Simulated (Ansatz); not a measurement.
A calculation with Ansatz 0.2.0 of Yb (ASE script, structure from a P1 CIF):

run.py

```python
import json

import ase.io
import numpy as np

import ansatz as az

atoms = ase.io.read("Yb.cif")
atoms.info.pop("occupancy", None)

calculation = (
    az.Crystal.from_ase(atoms)
    .calculation()
    .kpoints(9, 9, 9)
    .functional("rpbe")
    .pseudopotentials(kind="paw")
    .spin("collinear")
    .occupations(method="fermi_dirac", width=0.05)
    .density()
    .potential()
    .output_files(volumetric_format="npy")
    .electron_localization_function()
    .electric_field_gradient()
    .forces()
    .stress()
    .band_table(publish=True)
)
outcome = calculation.run(threads=2, events_out="events.jsonl")

report = outcome.report
for line in open("events.jsonl"):
    event = json.loads(line)
    if event["event"] == "scf_iter":
        d = event["data"]
        print(f"SCF {d['iter']:3d}  HF = {d['harris_foulkes_ev']:.6f} eV  dr2 = {d['dr2_ev']:.2e} eV")
    elif event["event"] in ("relax_step", "md_step"):
        d = event["data"]
        print(f"{event['event']} {d['step']:3d}  E = {d['lagrangian_ev']:.6f} eV")
np.set_printoptions(precision=5, suppress=True, linewidth=110)
print("converged:", report["converged"], "after", report["n_iterations"], "iterations")
print(f"free energy {report['free_energy_ev']:.6f} eV, Fermi level {report['fermi_energy_ev']:.4f} eV")
for key in ("band_edges_ev", "magnetization_mub", "site_moments_mub", "site_moments_nc_mub", "forces_ev_ang",
                "stress_gpa", "kpoints_frac", "eigenvalues_ev"):
    if report.get(key) is not None:
        print(key, np.array(report[key]), sep="\n")
```

Yb.cif

```cif
data_Yb
_cell_length_a 3.72647787
_cell_length_b 3.72647787
_cell_length_c 3.72647787
_cell_angle_alpha 109.47122063
_cell_angle_beta 109.47122063
_cell_angle_gamma 109.47122063
_space_group_name_H-M_alt 'P1'
_space_group_name_Hall 'P 1'
_space_group_IT_number 1
loop_
_space_group_symop_operation_xyz
'x,y,z'
loop_
_atom_site_label
_atom_site_type_symbol
_atom_site_symmetry_multiplicity
_atom_site_Wyckoff_symbol
_atom_site_fract_x
_atom_site_fract_y
_atom_site_fract_z
_atom_site_occupancy
Yb1 Yb 1 a 0.0000000000 0.0000000000 0.0000000000 1
```

Potentials or basis: Ansatz PAW.

The run is started by

```console
$ python run.py
```

This isn't the form of Yb at room conditions, which is fcc.

**Question.** Write the same calculation in another form: native input, structure typed inline.

**Answer.** As run:

input.yaml

```yaml
crystal:
  lattice:
    - [3.72647787, 0.0, 0.0]
    - [-1.2421592897, 3.5133570292, 0.0]
    - [-1.2421592897, -1.756678514, 3.0426564402]
  atoms:
    - { symbol: Yb, position: [0.0, 0.0, 0.0] }
hamiltonian:
  xc: rpbe
  pseudopotentials: { kind: paw }
magnetization:
  spin_polarized: true
kpoints:
  mp_grid: { grid: [9, 9, 9] }
scf:
  occupations: { method: fermi_dirac, width: 0.05 }
output:
  forces: true
  stress: true
  eigenvalues: true
  efg: {}
  write_density: true
  write_potential: true
  elf: true
  volumetric_format: npy
```

Potentials or basis: Ansatz PAW.

Run with:

```console
$ ansatz run input.yaml --threads 2 --pin off --max-ram 5120MiB --backend cpu --events-out ev --progress --plain --runs-dir out
```

Both were run:

|  | ASE script, structure from a P1 CIF | native input, structure typed inline |
| --- | --- | --- |
| Pressure | -0.9 GPa | -0.9 GPa |
| Band gap on the k mesh | none (metal or under the smearing width) | none (metal or under the smearing width) |
| Net moment | 0.00 μB per cell | 0.00 μB per cell |
| Absolute moment | 0.00 μB per cell | 0.00 μB per cell |

Keys that steer only the numerical path or the files written may differ.

Caveat: spin-orbit coupling is left out, which moves the levels of the heavy elements; the PAW data sets come from PBE, with cores solved anew for the run's functional, which leaves a small shift of forces and pressure.
